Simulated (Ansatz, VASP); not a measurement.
**One calculation of BaTiO3, two programs**

```xyz
5
Lattice="2.8831 1.6646 2.3632 -2.8831 1.6646 2.3632 0.0000 -3.3291 2.3632" Properties=species:S:1:pos:R:3 pbc="T T T"
Ba    0.0000    0.0000   -0.0414
Ti    0.0000    0.0000    3.3963
O     0.0000    1.6225    2.4768
O    -1.4052   -0.8113    2.4768
O     1.4052   -0.8113    2.4768
```

Change from the starting cell: volume scaled by 1.06, ions relaxed.

Alike in both runs: functional PBE; k mesh 8 × 8 × 8; occupations fermi-dirac, width 0.02 eV; no spin polarisation.

Ansatz relaxed the structure, and its values are those at the end. VASP's run is a single point on that final structure, the one shown.

|  | VASP | Ansatz |
| --- | --- | --- |
| version | VASP 6.6.1 | Ansatz 0.2.0 |
| potentials or method | VASP PAW PBE potentials, release 64 (Ba_sv, Ti_sv, O) | plane-wave PAW, scalar-relativistic |
| plane-wave cutoff (eV) | 520 | 420 |
| valence electrons in the cell | 40 | 40 |

|  | VASP | Ansatz | Ansatz less VASP |
| --- | --- | --- | --- |
| gap on the k mesh at the Fermi level (eV) | 2.65 | 2.70 | +0.045 |
| pressure (GPa) | -0.1 | -1.6 | -1.49 |
| rms of the force components (eV/Å) | 0.037 | 0.003 | -0.0335 |

With one functional, cell and mesh, what is left measures potentials, basis and numerics. Ansatz warned: «gradients_without_spin_orbit».

Caveats: spin-orbit coupling is left out, which moves the levels of the heavy elements. A k mesh can miss the band edges.
